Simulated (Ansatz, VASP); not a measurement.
**Two plane-wave programs on W**

```
CELL_PARAMETERS angstrom
-1.59197 1.59197 1.59197
1.59197 -1.59197 1.59197
1.59197 1.59197 -1.59197
ATOMIC_POSITIONS crystal
W 0.00000 0.00000 0.00000
```

Alike in both runs: functional PBE; k mesh 12 × 12 × 12; occupations fermi-dirac, width 0.1 eV; no spin polarisation.

Ansatz relaxed the structure, and its values are those at the end. VASP's run is a single point on that final structure, the one shown.

```csv
,VASP,Ansatz
version,VASP 6.6.1,Ansatz 0.2.0
potentials or method,"VASP PAW PBE potentials, release 64 (W_sv)","plane waves, PAW"
plane-wave cutoff (eV),520,550
valence electrons in the cell,14,14
```

Ansatz gave:

```
pressure (GPa) : 0.0
```

Which values does VASP return?

Pressure (GPa): 0.5.

The runs have no spin-orbit coupling, so splittings on W are missing.
